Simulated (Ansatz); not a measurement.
# Si: squeezing one contact

An exercise on one series of results from a longer session: the logs are not shown, and one member is left open.

The COD entry's cell or inner coordinates are ideal or old and differ from later refinements, so a difference from it is no clean test against experiment.

Method: DFT, PBE, PAW with Ansatz's default frozen-core files, scalar-relativistic, in Ansatz 0.2.0.

## The starting structure

It takes space group Fd-3m (No. 227, cubic). The conventional cell has a = 5.427 Å, b = 5.427 Å, c = 5.427 Å, α = 90.00°, β = 90.00°, γ = 90.00°. Si (site symmetry -43m) has 4 Si at 2.35 Å in its first shell of neighbours.

Coordinates:

```xyz
2
Lattice="0.0000 2.7136 2.7136 2.7136 0.0000 2.7136 2.7136 2.7136 0.0000" Properties=species:S:1:pos:R:3 pbc="T T T"
Si    4.0703    4.0703    4.0703
Si    2.7136    2.7136    2.7136
```

Atoms are numbered in the order of the input: Si1, Si2.

The first run:

Contents of input.yaml:

```yaml
crystal:
  lattice:
    - [0.0, 2.71356, 2.71356]
    - [2.71356, 0.0, 2.71356]
    - [2.71356, 2.71356, 0.0]
  atoms:
    - { symbol: Si, position: [0.75, 0.75, 0.75] }
    - { symbol: Si, position: [0.5, 0.5, 0.5] }
kpoints:
  mp_grid: { grid: [10, 10, 10] }
scf:
  occupations: { method: fermi_dirac, width: 0.05 }
hamiltonian:
  xc: pbe
  pseudopotentials: { kind: paw }
output:
  forces: true
  stress: true
  eigenvalues: true
  populations: true
```

The run is started by

```
> ansatz run input.yaml --threads 1 --pin off --max-ram 2048MiB --backend cpu --events-out ev --progress --plain --runs-dir out
```

Among the steps run: Shortest bond scaled by 1, PAW; Shortest bond scaled by 0.88, PAW; Shortest bond scaled by 0.82, PAW; Shortest bond scaled by 0.76, PAW; Shortest bond scaled by 0.7, PAW; Shortest bond scaled by 0.7, PAW (cutoff 1000 eV).

One table of the session follows, with a row left open; its other results are not shown here.

```
              method  length (Å)  F from the given length (eV/cell)  force along the bond (eV/Å)  pressure (GPa)  largest force (eV/Å)
                 PAW       1.645                              6.662                       26.957           46.04                26.957
                 PAW       1.786                              3.635                       16.688           26.08                16.688
                 PAW       1.927                                  ?                            ?               ?                     ?
                 PAW       2.068                              0.701                        5.550            6.27                 5.550
                 PAW       2.350                              0.000                        0.000            2.22                 0.000
PAW (cutoff 1000 eV)       1.645                                  –                       26.956           46.04                26.956
```

Q: Estimate the row for PAW, 1.927 from the others.

As computed: F from the given length (eV/cell): 1.784; force along the bond (eV/Å): 10.073; pressure (GPa): 13.39; largest force (eV/Å): 10.073.
